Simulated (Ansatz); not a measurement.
## Relaxation path: zincblende AlAs (110), 4 layers

DFT, PBE, PAW with Ansatz's default frozen-core files, scalar-relativistic (Ansatz 0.2.0); a Γ-centred 8×5×1 k mesh, Fermi–Dirac smearing of 0.02 eV, no spin polarisation. The run relaxes the atoms in the fixed cell.

Command: `ansatz run input.yaml --threads 3 --pin off --max-ram 8192MiB --backend cpu --events-out ev --progress --plain --runs-dir out` It took 63 s on 3 threads of Intel(R) Xeon(R) Platinum 8488C (Sapphire Rapids) (shared host), peak memory 0.96 GiB.

```yaml
crystal:
  lattice:
    - [4.0506544831, 0.0, 0.0]
    - [0.0, 5.7284905064, 0.0]
    - [0.0, 0.0, 22.076]
  atoms:
    - { symbol: Al, position: [0.0, 0.875, 0.3623849039] }
    - { symbol: As, position: [0.5, 0.625, 0.3623849039] }
    - { symbol: Al, position: [0.5, 0.375, 0.4541283009] }
    - { symbol: As, position: [0.0, 0.125, 0.4541283009] }
    - { symbol: Al, position: [0.0, 0.875, 0.5458716985] }
    - { symbol: As, position: [0.5, 0.625, 0.5458716985] }
    - { symbol: Al, position: [0.5, 0.375, 0.6376150961] }
    - { symbol: As, position: [0.0, 0.125, 0.6376150961] }
kpoints:
  mp_grid: { grid: [8, 5, 1] }
scf:
  occupations: { method: fermi_dirac, width: 0.02 }
hamiltonian:
  xc: pbe
  pseudopotentials: { kind: paw }
output:
  forces: true
  stress: true
  eigenvalues: true
relax:
  f_tol: 0.01
  max_steps: 40
efield:
  axis: 3
  amplitude: 0
  dipole_correction: true
```

Each step lists its free energy a cell above the last geometry, and Cartesian positions (Å) with forces (eV/Å).

The first step:

```
step 1  dF = 1362.63 meV
  Al 0.0000 5.0124 8.0000   0.0000 -0.9836 1.3339
  As 2.0253 3.5803 8.0000   0.0000 0.3227 -1.0673
  Al 2.0253 2.1482 10.0253   0.0000 0.1242 -0.0523
  As 0.0000 0.7161 10.0253   0.0000 0.5367 -0.5780
  Al 0.0000 5.0124 12.0507   0.0000 0.1241 0.0523
  As 2.0253 3.5803 12.0507   0.0000 0.5367 0.5779
  Al 2.0253 2.1482 14.0760   0.0000 -0.9836 -1.3339
  As 0.0000 0.7161 14.0760   0.0000 0.3227 1.0672
```

Task: Where does the relaxation end, and by which steps?

Result: After 7 geometries, with a shortest distance of 2.444 Å. The further steps:
```
step 2  dF = 545.97 meV
  Al 0.0000 4.8961 8.1563   0.0000 -0.5598 0.8794
  As 2.0253 3.5496 7.8833   0.0000 0.0616 -0.5600
  Al 2.0253 2.2172 10.0115   0.0000 0.3399 -0.1322
  As 0.0000 0.7940 10.0026   0.0000 0.1577 -0.1521
  Al 0.0000 5.0814 12.0645   0.0000 0.3404 0.1306
  As 2.0253 3.6583 12.0734   0.0000 0.1576 0.1545
  Al 2.0253 2.0319 13.9197   0.0000 -0.5589 -0.8798
  As 0.0000 0.6854 14.1927   0.0000 0.0620 0.5608
step 3  dF = 123.17 meV
  Al 0.0000 4.7933 8.3258   0.0000 -0.2506 0.4036
  As 2.0253 3.5311 7.7922   0.0000 0.0326 -0.1442
  Al 2.0253 2.2907 9.9755   0.0000 0.1578 -0.1722
  As 0.0000 0.8416 10.0150   0.0000 0.0617 0.0230
  Al 0.0000 5.1550 12.1003   0.0000 0.1572 0.1752
  As 2.0253 3.7059 12.0612   0.0000 0.0622 -0.0261
  Al 2.0253 1.9292 13.7502   0.0000 -0.2519 -0.4023
  As 0.0000 0.6670 14.2838   0.0000 0.0323 0.1433
step 4  dF = 3.98 meV
  Al 0.0000 4.7156 8.5044   0.0000 -0.0287 0.0034
  As 2.0253 3.5430 7.7622   0.0000 0.0698 0.0311
  Al 2.0253 2.3275 9.9255   0.0000 -0.0460 -0.0873
  As 0.0000 0.8710 10.0688   0.0000 0.0043 -0.0176
  Al 0.0000 5.1917 12.1507   0.0000 -0.0457 0.0845
  As 2.0253 3.7352 12.0071   0.0000 0.0038 0.0210
  Al 2.0253 1.8513 13.5716   0.0000 -0.0272 -0.0045
  As 0.0000 0.6787 14.3138   0.0000 0.0700 -0.0297
step 5  dF = 0.61 meV
  Al 0.0000 4.7164 8.5133   0.0000 0.0227 0.0320
  As 2.0253 3.5665 7.7519   0.0000 -0.0116 -0.0126
  Al 2.0253 2.3109 9.8873   0.0000 0.0026 0.0442
  As 0.0000 0.8633 10.0861   0.0000 -0.0129 -0.0109
  Al 0.0000 5.1752 12.1884   0.0000 0.0012 -0.0415
  As 2.0253 3.7275 11.9901   0.0000 -0.0132 0.0083
  Al 2.0253 1.8520 13.5627   0.0000 0.0227 -0.0314
  As 0.0000 0.7020 14.3241   0.0000 -0.0113 0.0119
step 6  dF = 0.03 meV
  Al 0.0000 4.7146 8.5193   0.0000 0.0077 0.0043
  As 2.0253 3.5626 7.7574   0.0000 0.0018 0.0023
  Al 2.0253 2.3139 9.8979   0.0000 -0.0036 -0.0005
  As 0.0000 0.8656 10.0840   0.0000 -0.0060 -0.0109
  Al 0.0000 5.1782 12.1781   0.0000 -0.0027 -0.0002
  As 2.0253 3.7300 11.9919   0.0000 -0.0062 0.0114
  Al 2.0253 1.8505 13.5567   0.0000 0.0073 -0.0046
  As 0.0000 0.6985 14.3186   0.0000 0.0017 -0.0020
step 7  dF = 0.00 meV
  Al 0.0000 4.7153 8.5191   0.0000 0.0007 0.0006
  As 2.0253 3.5631 7.7584   0.0000 -0.0003 0.0009
  Al 2.0253 2.3135 9.8987   0.0000 0.0004 -0.0005
  As 0.0000 0.8653 10.0827   0.0000 -0.0008 -0.0009
  Al 0.0000 5.1777 12.1773   0.0000 -0.0002 0.0007
  As 2.0253 3.7295 11.9934   0.0000 -0.0006 0.0007
  Al 2.0253 1.8509 13.5569   0.0000 0.0010 -0.0004
  As 0.0000 0.6987 14.3176   0.0000 -0.0002 -0.0010
```
